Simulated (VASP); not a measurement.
# Bi2Te3 (Tellurobismuthite) (R-3m) in VASP: further runs

One crystal, Bi2Te3 (Tellurobismuthite), is run at these levels: PBE; tasks: relaxation of shape and atoms at fixed volume.

All numbers are computed with VASP 6.6.1; they aren't measurements. Logs are shortened: lines on timing, memory, paths and dates and some standing lists are left out, and cuts for length are marked.

**Experimental background.**

“Vacancy and Antisite-Induced Ferromagnetism in Liquid-Phase Exfoliated Bi2Te3”, 2024, arxiv:2412.10539 quotes, for a bulk crystal of Bi2Te3: band gap 0.17 eV.

The results are compared with them further down.

## 1. The structure

The structure is trigonal, space group R-3m (No. 166). Conventional cell: a = 4.446 Å, b = 4.446 Å, c = 32.004 Å, α = 90.00°, β = 90.00°, γ = 120.00°. Around Bi (site symmetry 3m) lie 6 Te at 3.09 to 3.28 Å. Around Te (site symmetry -3m) lie 6 Bi at 3.28 Å. Te (site symmetry 3m) is surrounded by 3 Bi at 3.09 Å.

## 2. Relaxation of shape and atoms at fixed volume, PBE (a relaxed cell with its volume scaled by 0.98)

File INCAR:

```
SYSTEM = Bi2Te3
ALGO = Fast
EDIFF = 1E-7
EDIFFG = -0.01
ENCUT = 300
GGA = PE
IBRION = 2
ISIF = 4
ISMEAR = 0
LASPH = .TRUE.
LCHARG = .FALSE.
LREAL = .FALSE.
LWAVE = .FALSE.
NELM = 80
NSW = 40
PREC = Accurate
SIGMA = 0.03
```

File KPOINTS:

```
k-points
0
G
  4 4 4
  0 0 0
```

File POSCAR:

```
Bi2Te3                                  
1.0
    2.2080378111      1.2748112245     10.5965285453
   -2.2080378111      1.2748112245     10.5965285453
    0.0000000000     -2.5496224493     10.5965285453
  Bi              Te            
     2     3
Direct
     0.3971509336043398    0.3971509336043398    0.3971509336043398
     0.6028490663956600    0.6028490663956600    0.6028490663956600
     0.0000000000000000    0.0000000000000000    0.0000000000000000
     0.2157282134917677    0.2157282134917677    0.2157282134917677
     0.7842717865082324    0.7842717865082324    0.7842717865082324
```

Potentials or basis: VASP PAW PBE potentials, release 64 (Bi, Te).

Command:

```bash
cat potpaw_PBE.64/Bi/POTCAR potpaw_PBE.64/Te/POTCAR > POTCAR
mpirun -np 1 vasp_std > vasp.out
```

OUTCAR:

```text
SYSTEM = Bi2Te3
   EDIFF = 1E-7
   EDIFFG = -0.01
   ENCUT = 300
   GGA = PE
   IBRION = 2
   ISIF = 4
   ISMEAR = 0
   LASPH = .TRUE.
   LREAL = .FALSE.
   NELM = 80
   NSW = 40
   PREC = Accurate

 ion  position               nearest neighbor table
   1  0.397  0.397  0.397-   5 3.07   5 3.07   5 3.07   3 3.26   3 3.26   3 3.26
   2  0.603  0.603  0.603-   4 3.07   4 3.07   4 3.07   3 3.26   3 3.26   3 3.26
   3  0.000  0.000  0.000-   2 3.26   1 3.26   2 3.26   2 3.26   1 3.26   1 3.26
   4  0.216  0.216  0.216-   2 3.07   2 3.07   2 3.07
   5  0.784  0.784  0.784-   1 3.07   1 3.07   1 3.07

  LATTYP: Found a trigonal (rhomboedric) cell.
 ALAT       =    10.8989445289
 COS(alpha) =     0.9179130492

  Lattice vectors:

 A1 = (   2.2080378111,   1.2748112245,  10.5965285453)
 A2 = (  -2.2080378111,   1.2748112245,  10.5965285453)
 A3 = (   0.0000000000,  -2.5496224493,  10.5965285453)

Analysis of symmetry for initial positions (statically):
=====================================================================
 Subroutine PRICEL returns:
 Original cell was already a primitive cell.

 Routine SETGRP: Setting up the symmetry group for a
 trigonal (rhombohedral) supercell.

 Subroutine GETGRP returns: Found 12 space group operations
 (whereof 12 operations were pure point group operations)
 out of a pool of 12 trial point group operations.

The static configuration has the point symmetry D_3d.

Analysis of symmetry for dynamics (positions and initial velocities):
=====================================================================
 Subroutine PRICEL returns:
 Original cell was already a primitive cell.

 Routine SETGRP: Setting up the symmetry group for a
 trigonal (rhombohedral) supercell.

 Subroutine GETGRP returns: Found 12 space group operations
 (whereof 12 operations were pure point group operations)
 out of a pool of 12 trial point group operations.

The dynamic configuration has the point symmetry D_3d.

 Subroutine INISYM returns: Found 12 space group operations
 (whereof 12 operations are pure point group operations),
 and found     1 'primitive' translations

----------------------------------------------------------------------------------------

                                     Primitive cell

  volume of cell :     178.9646

  direct lattice vectors                    reciprocal lattice vectors
     2.208037811  1.274811225 10.596528545     0.226445398  0.130738311  0.031456843
    -2.208037811  1.274811225 10.596528545    -0.226445398  0.130738311  0.031456843
     0.000000000 -2.549622449 10.596528545     0.000000000 -0.261476622  0.031456843

  length of vectors
    10.898944529 10.898944529 10.898944529     0.263362027  0.263362027  0.263362027

  position of ions in fractional coordinates (direct lattice)
     0.397150934  0.397150934  0.397150934
     0.602849066  0.602849066  0.602849066
     0.000000000  0.000000000  0.000000000
     0.215728213  0.215728213  0.215728213
     0.784271787  0.784271787  0.784271787

  ion indices of the primitive-cell ions
   primitive index   ion index
                 1           1
                 2           2
                 3           3
                 4           4
                 5           5

----------------------------------------------------------------------------------------

 KPOINTS: k-points

Automatic generation of k-mesh.
 Grid dimensions read from file:
 generate k-points for:    4    4    4

 Generating k-lattice:

  Cartesian coordinates                     Fractional coordinates (reciprocal lattice)
     0.056611349  0.032684578  0.007864211     0.250000000  0.000000000 -0.000000000
    -0.056611349  0.032684578  0.007864211     0.000000000  0.250000000 -0.000000000
     0.000000000 -0.065369156  0.007864211    -0.000000000 -0.000000000  0.250000000

  Length of vectors
     0.065840507  0.065840507  0.065840507

  Shift w.r.t. Gamma in fractional coordinates (k-lattice)
     0.000000000  0.000000000  0.000000000

 Subroutine IBZKPT returns following result:
 ===========================================

 Found     13 irreducible k-points:

 Following reciprocal coordinates:
            Coordinates               Weight
  0.000000  0.000000  0.000000      1.000000
  0.250000 -0.000000 -0.000000      6.000000
  0.500000 -0.000000 -0.000000      3.000000
  0.250000  0.250000 -0.000000      6.000000
  0.500000  0.250000 -0.000000     12.000000
 -0.250000  0.250000  0.000000      6.000000
  0.500000  0.500000 -0.000000      3.000000
  0.250000  0.250000  0.250000      2.000000
  0.500000  0.250000  0.250000      6.000000
 -0.250000  0.250000  0.250000      6.000000
  0.500000  0.500000  0.250000      6.000000
 -0.250000  0.500000  0.250000      6.000000
  0.500000  0.500000  0.500000      1.000000
   k-points           NKPTS =     13   k-points in BZ     NKDIM =     13   number of bands    NBANDS=     18
   number of dos      NEDOS =    301   number of ions     NIONS =      5
   total plane-waves  NPLWV = 262144
   dimension x,y,z NGX =    64 NGY =   64 NGZ =   64
   dimension x,y,z NGXF=   128 NGYF=  128 NGZF=  128
   ions per type =               2   3
   NGX,Y,Z   is equivalent  to a cutoff of   9.76,  9.76,  9.76 a.u.
   NGXF,Y,Z  is equivalent  to a cutoff of  19.52, 19.52, 19.52 a.u.
 SYSTEM =  Bi2Te3
   PREC   = accura    normal or accurate (medium, high low for compatibility)
   ISTART =      0    job   : 0-new  1-cont  2-samecut
   ICHARG =      2    charge: 1-file 2-atom 10-const
   ISPIN  =      1    spin polarized calculation?
   LNONCOLLINEAR =      F non collinear calculations
   LSORBIT =      F    spin-orbit coupling
   LASPH  =      T    aspherical Exc in radial PAW
   ENCUT  =  300.0 eV  22.05 Ry    4.70 a.u.  15.39 15.39 15.39*2*pi/ulx,y,z
   NELM   =     80;   NELMIN=  2; NELMDL= -5     # of ELM steps
   EDIFF  = 0.1E-06   stopping-criterion for ELM
   LREAL  =      F    real-space projection
   EDIFFG = -.1E-01   stopping-criterion for IOM
   NSW    =     40    number of steps for IOM
   IBRION =      2    ionic relax: 0-MD 1-quasi-New 2-CG
   NFREE  =      1    steps in history (QN), initial steepest desc. (CG)
   ISIF   =      4    stress and relaxation
   ISYM   =      2    0-nonsym 1-usesym 2-fastsym
   POTIM  = 0.5000    time-step for ionic-motion
   TEBEG  =    0.0;   TEEND  =   0.0 temperature during run
   PSTRESS=    0.0 pullay stress
   NELECT =      28.0000    total number of electrons
   NUPDOWN=      -1.0000    fix difference up-down
   EMIN   =  10.00;   EMAX   =-10.00  energy-range for DOS
   EFERMI =   0.00;   METHOD = LEGACY
   ISMEAR =     0;   SIGMA  =   0.03  broadening in eV -4-tet -1-fermi 0-gaus
   EFERMI_NEDOS =   21; number of points for ismear=-14 and -15
   IALGO  =     68    algorithm
   IMIX   =      4    mixing-type and parameters
     AMIX     =   0.40;   BMIX     =  1.00
     AMIX_MAG =   1.60;   BMIX_MAG =  1.00
  volume/ion in A,a.u.               =      35.79       241.54
  Fermi-wavevector in a.u.,A,eV,Ry     =   0.882142  1.667006 10.587703  0.778174
  Thomas-Fermi vector in A             =   2.002733
   LORBIT       =      0    0 simple, 1 ext, 2 COOP (PROOUT), +10 PAW based schemes
   GGA     = PE    functional components
   LHFCALC =     F    Hartree Fock is set to
   AEXX    =    0.0000 exact exchange contribution
   IVDW    =     0    specifies the selected vdW correction
   LEPSILON=     F    determine dielectric tensor
   LRPA    =     F    only Hartree local field effects (RPA)
 conjugate gradient relaxation of ions
 non-spin polarized calculation
 RMM-DIIS sequential band-by-band and
 Gauss-broadening in eV      SIGMA  =   0.03
  energy-cutoff  :      300.00
  volume of cell :      178.96
 maximum number of plane-waves:      2123
 NGX is ok and might be reduce to    64
   NGX = 31   NGY = 31   NGZ = 31

--------------------------------------- Ionic step        1  -------------------------------------------

 number of electron      27.9999997 magnetization

 Free energy of the ion-electron system (eV)
  ---------------------------------------------------
  ext. energy  EPLUGINS =         0.00000000
  ---------------------------------------------------
  free energy    TOTEN  =       -18.37853609 eV

  energy without entropy =      -18.37853609  energy(sigma->0) =      -18.37853609

------------------------ aborting loop because EDIFF is reached ----------------------------------------

  FORCE on cell =-STRESS in cart. coord.  units (eV):
  Direction    XX          YY          ZZ          XY          YZ          ZX
  --------------------------------------------------------------------------------------
  -------------------------------------------------------------------------------------
  Total        1.0470013      1.0470013      1.0644830      0.0000000     -0.0000000     -0.0000000
  in kB        9.3732579      9.3732579      9.5297625      0.0000000     -0.0000000     -0.0000000
  external PRESSURE =       9.4254261 kB  Pullay stress =       0.0000000 kB
[... 297 lines left out ...]
  energy  without entropy=      -18.3851084027  energy(sigma->0) =      -18.38510840

--------------------------------------- Ionic step        9  -------------------------------------------

 number of electron      27.9999999 magnetization

 Free energy of the ion-electron system (eV)
  ---------------------------------------------------
  ext. energy  EPLUGINS =         0.00000000
  ---------------------------------------------------
  free energy    TOTEN  =       -18.38520201 eV

  energy without entropy =      -18.38520201  energy(sigma->0) =      -18.38520201

 E-fermi :   5.0761     XC(G=0):  -8.9896

 val. band max:        4.9488299989   @ k =   0.0000   0.0000   0.0000
 cond. band min:       5.3704874953   @ k =   0.0000   0.0000   0.0000
 fundamental gap:      0.4216574964
 Fermi energy:         5.0761112969

 k-point     1 :       0.0000    0.0000    0.0000
  band No.  band energies     occupation
      1      -7.9895      2.00000
      2      -7.3871      2.00000
      3      -5.9731      2.00000
      4      -3.8354      2.00000
      5      -3.1909      2.00000
      6       2.9865      2.00000
[... 10 lines left out ...]
     17       5.9012      0.00000
     18       6.9443      0.00000
[... 282 lines left out ...]
  FREE ENERGIE OF THE ION-ELECTRON SYSTEM (eV)
  ---------------------------------------------------
  free  energy   TOTEN  =       -18.3852020106 eV

  energy  without entropy=      -18.3852020106  energy(sigma->0) =      -18.38520201

 reached required accuracy - stopping structural energy minimisation
```

Run time: 7 min. Hardware: 1 thread of Intel Xeon 6975P-C (Granite Rapids), shared host; peak memory 0.56 GiB.

Results:

| Property | Result |
| --- | --- |
| Free energy | -18.3852 eV |
| Energy gained by relaxing | 1.3 meV/atom |
| Ionic steps | 9 |
| Pressure after relaxing | 0.3 GPa |
| Band gap on the k mesh | 0.42 eV, direct |

Forces in eV/Å, atoms in the order of the input:
```
Bi   0.000  0.000  0.000
Bi   0.000  0.000  0.000
Te   0.000  0.000  0.000
Te   0.000  0.000 -0.003
Te   0.000  0.000  0.003
```

Step by step:
```tsv
step	energy change (eV)	largest force (eV/Å)	pressure (GPa)
1	0.0000	0.1413	0.94
2	-0.0017	0.0888	0.84
3	-0.0023	0.0808	0.71
4	-0.0032	0.0753	0.66
5	-0.0053	0.0588	0.52
6	-0.0065	0.0268	0.25
7	-0.0065	0.0327	0.30
8	-0.0066	0.0268	0.37
9	-0.0067	0.0025	0.33
```

Final structure:
```cif
data_structure
_symmetry_space_group_name_H-M 'P 1'
_symmetry_Int_Tables_number 1
_cell_length_a 10.7969
_cell_length_b 10.7969
_cell_length_c 10.7969
_cell_angle_alpha 23.724
_cell_angle_beta 23.724
_cell_angle_gamma 23.724
_cell_volume 178.96
loop_
_atom_site_label
_atom_site_type_symbol
_atom_site_fract_x
_atom_site_fract_y
_atom_site_fract_z
_atom_site_occupancy
Bi1 Bi 0.39801 0.39801 0.39801 1
Bi2 Bi 0.60199 0.60199 0.60199 1
Te1 Te 0.00000 0.00000 0.00000 1
Te2 Te 0.21388 0.21388 0.21388 1
Te3 Te 0.78612 0.78612 0.78612 1
```

Caveat: spin-orbit coupling is left out, which as a rule narrows the gap of such compounds by several tenths of an eV. A k mesh can miss the band edges.

## 3. Relaxation of shape and atoms at fixed volume, PBE

INCAR is that of step 2.

KPOINTS is that of step 2.

Changes to POSCAR since step 2:

```diff
@@ -2,5 +2,5 @@
 1.0
-    2.2080378111      1.2748112245     10.5965285453
-   -2.2080378111      1.2748112245     10.5965285453
-    0.0000000000     -2.5496224493     10.5965285453
+    2.2229574381      1.2834250752     10.6681288831
+   -2.2229574381      1.2834250752     10.6681288831
+    0.0000000000     -2.5668501506     10.6681288831
   Bi              Te
```

Potentials or basis: VASP PAW PBE potentials, release 64 (Bi, Te).

Command:

```bash
cat potpaw_PBE.64/Bi/POTCAR potpaw_PBE.64/Te/POTCAR > POTCAR
mpirun -np 1 vasp_std > vasp.out
```

It took 76 s on 1 thread of Intel Xeon 6975P-C (Granite Rapids), shared host; peak memory 0.48 GiB.

It converged, with:

```yaml
Free_energy: -18.3891 eV
Pressure_after_relaxing: 0.0 GPa
Largest_force_after_relaxing: 0.004 eV/Å
Band_gap_on_the_k_mesh: 0.52 eV, direct
```

Forces on the atoms (eV/Å):
```
Bi   0.000  0.000 -0.003
Bi   0.000  0.000  0.003
Te   0.000  0.000  0.000
Te   0.000  0.000  0.004
Te   0.000  0.000 -0.004
```

Final structure:
```
CELL_PARAMETERS angstrom
2.22296 1.28343 10.66813
-2.22296 1.28343 10.66813
0.00000 -2.56685 10.66813
ATOMIC_POSITIONS crystal
Bi 0.39715 0.39715 0.39715
Bi 0.60285 0.60285 0.60285
Te 0.00000 0.00000 0.00000
Te 0.21573 0.21573 0.21573
Te 0.78427 0.78427 0.78427
```

Levels at points of the mesh, in eV from the valence-band top:
```
           k point  band 12  band 13  band 14  band 15  band 16  band 17
(0.00, 0.00, 0.00)    -0.60    -0.60     0.00     0.52     1.10     1.10
(0.50, 0.00, 0.00)    -1.67    -0.69    -0.47     0.93     1.65     2.72
(0.50, 0.50, 0.00)    -1.44    -0.98    -0.84     1.43     1.55     2.17
(0.50, 0.50, 0.50)    -0.72    -0.72    -0.25     0.79     1.32     1.32
```

Caveat: the relaxation stopped at its first step, so nothing moved; spin-orbit coupling is left out, which as a rule narrows the gap of such compounds by several tenths of an eV.

## 4. Comparison with measurements

Step 3. Measured gap of Bi2Te3: 0.17 eV (quoted in “Vacancy and Antisite-Induced Ferromagnetism in Liquid-Phase Exfoliated Bi2Te3”, 2024, arxiv:2412.10539). This calculation gives 0.52 eV (+0.35 eV). Spin-orbit coupling on Bi, Te is left out. The value is that of PBE on a finite k mesh, which can miss the band edges, without temperature or zero-point motion.
